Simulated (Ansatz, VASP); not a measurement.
# In3GaP2 in VASP and in Ansatz

```
In Ga P
1.0
     6.61257    0.00000    0.00000
    -3.30629    5.72666    0.00000
     0.00000    0.00000    4.05633
In Ga P
3 1 2
Direct
  0.00000 0.50000 0.50000
  0.50000 0.50000 0.50000
  0.50000 0.00000 0.50000
  0.00000 0.00000 0.00000
  0.33333 0.66667 0.00000
  0.66667 0.33333 0.00000
```

Change from the starting cell: species swapped into the CeSi2Ru3 type (P6/mmm, No. 191).

Alike in both runs: functional PBE; k mesh 3 × 3 × 4; occupations gaussian, width 0.1 eV; no spin polarisation.

Ansatz relaxed the structure, and its values are those at the end. VASP's run is a single point on that final structure, the one shown.

|  | VASP | Ansatz |
| --- | --- | --- |
| version | VASP 6.6.1 | Ansatz 0.2.0 |
| potentials or method | VASP PAW PBE potentials, release 64 (In_d, Ga_d, P) | scalar-relativistic, plane waves, PAW |
| plane-wave cutoff (eV) | 520 | 420 |
| valence electrons in the cell | 62 | 62 |

|  | VASP | Ansatz | Ansatz less VASP |
| --- | --- | --- | --- |
| gap on the k mesh at the Fermi level (eV) | none | none | - |
| pressure (GPa) | 0.0 | 0.0 | +0.05 |

A gap of «none» marks a metal or a gap that the smearing closes.

Caveats: the k mesh is coarse (spacing up to 0.39 Å⁻¹), so the values aren't converged.
